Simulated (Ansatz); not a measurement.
Thermal expansion of AlCu$_{3}$ from its phonons

All numbers below come from Ansatz, DFT PBEsol, scalar-relativistic, plane waves, PAW. Settings: 420 eV plane-wave cutoff, Γ-centred 12×12×12 mesh, Fermi-Dirac smearing of 0.15 eV. No spin polarisation. Phonons by linear response, acoustic sum rule imposed.

Relaxed structure:
Space group Pm-3m (No. 221). a = 3.632 Å, b = 3.632 Å, c = 3.632 Å, α = 90.00°, β = 90.00°, γ = 90.00°
```csv
atom,site,symmetry,x,y,z
Al,1a,m-3m,0.0000,0.0000,0.0000
Cu,3c,4/mm.m,0.5000,0.5000,0.0000
```

In a metal, frequencies depend on the k mesh and the smearing, soft modes most. Some empty bands missed the eigensolver's threshold.

Phonons on a 2×2×2 q mesh at 0.98, 1 and 1.02 times the equilibrium volume give γ = −d ln ν/d ln V, modes matched by rank. The cell has V = 47.93 Å³ with 4 atoms and B = 152 GPa. Points of the mesh (fractions of the reciprocal vectors) with their weights out of 8; the acoustic modes at Γ are left out:

```tsv
q	weight	ν (cm⁻¹)	γ	degeneracy
0.00 0.00 0.00	1	165	2.18	3
0.00 0.00 0.00	1	199	2.15	3
0.00 0.00 0.00	1	303	1.99	3
0.00 0.00 -0.50	3	127	1.96	2
0.00 0.00 -0.50	3	140	2.11	2
0.00 0.00 -0.50	3	155	2.13	1
0.00 0.00 -0.50	3	163	2.30	1
0.00 0.00 -0.50	3	183	2.07	1
0.00 0.00 -0.50	3	199	2.40	2
0.00 0.00 -0.50	3	286	1.96	2
0.00 0.00 -0.50	3	294	1.80	1
0.00 -0.50 -0.50	3	116	1.86	1
0.00 -0.50 -0.50	3	127	1.52	1
0.00 -0.50 -0.50	3	135	1.77	2
0.00 -0.50 -0.50	3	159	2.38	2
0.00 -0.50 -0.50	3	160	2.48	1
0.00 -0.50 -0.50	3	209	2.38	1
0.00 -0.50 -0.50	3	211	2.25	1
0.00 -0.50 -0.50	3	278	1.90	1
0.00 -0.50 -0.50	3	301	1.91	2
-0.50 -0.50 -0.50	1	114	1.75	2
-0.50 -0.50 -0.50	1	129	1.45	3
-0.50 -0.50 -0.50	1	138	1.75	3
-0.50 -0.50 -0.50	1	243	2.41	1
-0.50 -0.50 -0.50	1	314	2.03	3
```

Task: Work out the volume expansion coefficient at 50, 100, 300 and 800 K in Grüneisen's theory.

Result: Each mode holds c = k_B x² eˣ/(eˣ − 1)², x = hcν/k_BT (k_B = 0.695 cm⁻¹/K). Weighted over the mesh, C_V = Σ c, γ̄ = Σ cγ/C_V and α_V = γ̄ C_V/(BV):
```tsv
T (K)	C_V (k_B a cell)	γ̄	α_V (10⁻⁶/K)
50	2.17	1.98	8.1
100	6.51	2.03	25.0
300	10.76	2.04	41.5
800	11.50	2.04	44.3
```

The classical limit of C_V is 3n = 12 k_B, less the 3/8 k_B of the three modes left out, which leaves C_V and α_V about 3 % low even at high temperature. All γ are positive, so the crystal expands at every temperature. For a cubic crystal the linear coefficient is a third of α_V. A mesh this coarse misses long acoustic waves, so the low-temperature rows are rough; B and γ are held at their static values, and the electrons' part is left out.

Task: The zero-point energy of the cell, summed on a denser interpolated mesh, is 146.317, 140.485 and 134.837 meV at the three volumes. How far does it expand the lattice at 0 K?

Result: P_zp = −dE_zp/dV = 11.480 meV / (1.917 Å³) × 0.16022 GPa Å³/meV = 0.959 GPa, so ΔV/V = P_zp/B = 0.63 %. This share is taken off a measured low-temperature volume before it is compared with a static calculation.

The rise of the expansion coefficient with temperature is almost entirely a heat-capacity effect: γ̄ barely moves between 100 and 800 K, while more modes become thermally populated. That constancy hides a real spread among the modes, from 1.45 to 2.48. The softest zone-boundary vibrations have fairly modest γ, the largest values lie at intermediate frequencies, and the average largely cancels the differences.

The top group, from 278 to 314 cm⁻¹, contains three modes at each wavevector and is probably dominated by Al, whose low mass lifts its motion above that of the Cu framework. These modes are the last to be thermally excited but weigh most per mode in the zero-point energy, so they matter for the lattice expansion even at 0 K. The positive γ throughout reflect force constants that stiffen as the atoms are pressed together.

The real frequencies suggest that this ordered fcc-type structure is a local minimum with respect to the sampled distortions, but they don't show that it is favoured over the bcc-derived order known for Cu–Al alloys near this composition.
